## Question

An engineer wants the band gap, the volume and the stiffness of layered ZrS₂ from calculations. The gaps in the table were all computed on one shared cell of 22.83 Å³ per atom. Each bulk modulus, in contrast, belongs to the volume that its own method prefers.

ZrS₂ (P-3m1) at several levels of theory: gaps from single points on the cell relaxed with r2SCAN+rVV10, without spin polarization or spin-orbit coupling; bulk moduli at fixed cell shape. Plane-wave PBE uses a 420 eV cutoff and a 12×12×4 k mesh (coarse settings: 260 eV, 6×6×2), and the xTB clusters are computed at the zone centre only.

| name | kind | band gap (eV) | volume per atom (Å³) | bulk modulus (GPa) | atoms computed | rough processor time, order of size (s) |
| --- | --- | --- | --- | --- | --- | --- |
| PBE coarse-settings | low cutoff and mesh | 0.865 | n/a | n/a | 3 | 2 |
| GFN1-xTB tblite | tight binding | 0.697 | 22.488 | 76.80 | 54 | 6 |
| PBE | semilocal | 0.877 | n/a | n/a | 3 | 8 |
| GFN2-xTB tblite | tight binding | 0.666 | 25.339 | 40.00 | 54 | 8 |
| PBE SZV | small basis | 0.535 | 21.087 | 127.70 | 3 | 20 |
| r2SCAN | semilocal | 1.181 | n/a | n/a | 3 | 20 |
| PBE DZVP | small basis | 0.843 | 22.953 | 93.60 | 3 | 40 |
| GLLB-SC | model potential | 1.972 | n/a | n/a | 3 | 60 |
| PBE sz-orbitals | small basis | 0.806 | n/a | n/a | 3 | 70 |
| PM7 | semi-empirical | 5.257 | n/a | n/a | 54 | 70 |

(a) Which steps between levels change the gap enough to matter?

(b) PBE with the SZV basis gives the highest bulk modulus and GFN2-xTB the lowest. How much of each deviation from PBE with the DZVP basis is merely the result of a wrong volume?

(c) Which level suits which purpose, and at what rough cost?

## Model answer

**(a)** On a shared cell, differences in gap come from the methods and not from their volumes. Coarse settings shift the PBE gap by about 0.01 eV, whereas r2SCAN raises it by 0.3 eV. The SZV basis lowers it by about as much as r2SCAN raises it, so a poor basis can undo the gain from a better functional. The smallest gap even hides part of the error: at Γ, the zone centre, SZV puts the direct gap 0.8 eV below that of plane-wave PBE. With the DZVP basis the smallest gap comes back to within 0.04 eV of plane-wave PBE. The sz-orbitals basis, though also small, stays within 0.08 eV, so a small basis need not fail as SZV does.

Theory explains the order of the functionals. The PBE orbital gap omits the jump in potential that an electron meets when it is added to a filled crystal. r2SCAN recovers part of this jump, and GLLB-SC adds an estimate of it. Against a measured gap of roughly 1.7 eV (a recalled, rough value), PBE is about 0.8 eV too low and GLLB-SC about 0.3 eV too high; temperature and spin-orbit coupling usually narrow a gap, so they may explain part of the GLLB-SC excess but not the PBE deficit.

The remaining gaps need care. The xTB clusters do not sample the point L at the zone boundary, where PBE has its conduction minimum. Their gaps are therefore upper limits to what each method would give with full sampling, and their nearness to PBE is no sign of accuracy. PM7 gives a Hartree-Fock-type gap of 5.3 eV, in which an added electron feels the others' repulsion without their rearrangement.

**(b)** The moduli must first be brought to one volume. Let $P$ be the pressure, $V$ the volume per atom and $B=-V\,dP/dV$ the bulk modulus. If $B$ grows linearly with pressure, $dB/dP=n$, then $dB/B=-n\,dV/V$, and

$$B(V_s)=B_0\left(\frac{V_0}{V_s}\right)^n .$$

Here $V_0$ and $B_0$ are a method's own values from the table, and $V_s$ is the shared volume. A usual value for solids is $n=4$; it was not adjusted to these rows. For SZV,

$$B(V_s)=127.7\times\left(\frac{21.087}{22.83}\right)^4\approx 93\ \text{GPa}.$$

DZVP, treated in the same way, gives 96 GPa. An excess of 36% has become a deficit of 3%, or of 11% if $n=5$, the slope that the computed pressures favour (see the remarks). SZV is stiff because it holds the crystal at too small a volume, where the repulsion between the atoms rises more steeply. Since DZVP uses the same functional, the basis is at fault. A possible reason, untested here, is that atoms with too few functions borrow those of their neighbours, which favours close contact.

GFN2-xTB errs in the other direction, with a volume 11% above the shared cell. Bringing it to the shared volume reduces its deficit in modulus from 57% to 37% with $n=4$, or to 30% with $n=5$. The rest is softness of its own. On the shared cell its stress acts almost wholly within the sheets, so the sheets want to widen, while almost no net stress acts along the stacking direction.

An ideal gas at fixed temperature shows the same effect: the smaller its volume, the stiffer it is. The likeness ends there, because the gas follows $n=1$ and has no volume of its own at zero pressure. For the solid, each per cent of volume error shifts the modulus by four to five per cent. Volume does not explain GFN1-xTB, however: its slightly small volume should make it stiffer, yet its modulus lies 18% below that of DZVP, and at the shared volume the deficit grows to about 24 to 26%.

**(c)** For the PBE gap of this crystal on a fixed cell, coarse settings suffice and take seconds; for another crystal the shift should be checked first. For a gap nearer to experiment, r2SCAN or GLLB-SC is worth its tens of seconds to a minute on this three-atom cell, but r2SCAN still falls about 0.5 eV short of the rough measured value and GLLB-SC overshoots it by about 0.3 eV. SZV saves only about half the time of DZVP and spoils all three properties.

For volume and fixed-shape stiffness, PBE with the DZVP basis is the sensible choice among the four methods that have both, at tens of seconds per point. Plain PBE lacks the dispersion attraction between sheets, however, so a relaxation that frees the stacking distance needs a dispersion correction.

Coarse settings matter more for the volume than for the gap. They raise the PBE pressure by about 0.5 GPa, which with the DZVP modulus means about 0.6% in volume. That is about as much as separates DZVP from the shared cell, whereas the shift in gap is tiny beside the steps between functionals. A relaxation also repeats the single-point cost many times.

## Remarks on the reasoning

The same law also predicts a method's volume from its pressure on the shared cell. For SZV and both xTB methods it does so within 1%, as the printed output shows. This is a test of consistency, since pressure, volume and modulus describe one energy curve. It also helps to choose the slope: for SZV and GFN2-xTB the predicted volumes are closer with $n=5$ than with $n=4$, which slightly favours the figures for $n=5$ in (b). The support is weak, because the pressures carry grid noise and an error of a few tenths of a GPa could reverse the preference.

The law says nothing about shape. GFN1-xTB comes within 2% of the shared volume, yet it wants wider sheets and a shorter stacking distance, two tendencies that partly cancel in the mean pressure. Since this pressure and the modulus reproduce the tabulated volume, that volume seems to belong to a fixed cell shape; with the shape free, it could lie much further from the shared cell. The moduli also hold the shape fixed. Under real pressure the soft spaces between sheets would close first, so a designer should not take the moduli as the crystal's true resistance to compression.

Output of the analysis:

```
Steps between levels:
                  row  gap less PBE (eV)  volume off shared cell (%)  modulus off DZVP (%)  modulus at shared volume slope 4 (GPa)  same off DZVP (%)  same with slope 5 (%)
  PBE coarse-settings             -0.012                         n/a                   n/a                                     n/a                n/a                    n/a
      GFN1-xTB tblite              -0.18                      -1.498                -17.95                                    72.3              -24.4                 -25.93
                  PBE                  0                         n/a                   n/a                                     n/a                n/a                    n/a
      GFN2-xTB tblite             -0.211                       10.99                -57.26                                    60.7             -36.53                 -29.93
              PBE SZV             -0.342                      -7.635                 36.43                                   92.95             -2.811                 -10.71
               r2SCAN              0.304                         n/a                   n/a                                     n/a                n/a                    n/a
             PBE DZVP             -0.034                      0.5388                     0                                   95.63                  0                      0
              GLLB-SC              1.095                         n/a                   n/a                                     n/a                n/a                    n/a
      PBE sz-orbitals             -0.071                         n/a                   n/a                                     n/a                n/a                    n/a
                  PM7               4.38                         n/a                   n/a                                     n/a                n/a                    n/a
r2SCAN gap step over coarse-settings gap shift (ratio): 25.33
gap of DZVP less gap of SZV (eV): 0.308
direct gap at Gamma, SZV less plane-wave PBE (eV): -0.792
PBE direct gap less PBE smallest gap (eV): 0.625
PBE gap less rough recalled measured gap (eV): -0.823
r2SCAN gap less rough recalled measured gap (eV): -0.519
GLLB-SC gap less rough recalled measured gap (eV): 0.272
GFN1 volume from pressure, slope 4, miss (%): 0.03579
GFN2 volume from pressure, slope 4, miss (%): 0.6134
SZV volume from pressure, slope 4, miss (%): 0.3135
GFN2 volume from pressure, slope 5, miss (%): 0.1135
SZV volume from pressure, slope 5, miss (%): -0.03007
volume change for 1 GPa of pressure error with DZVP modulus (%): 1.068
plane-wave PBE fixed-shape volume excess, estimated with DZVP modulus (%): 1.38
coarse-settings PBE volume excess, estimated likewise (%): 1.938
rough time of converged PBE over coarse PBE (ratio): 4
```
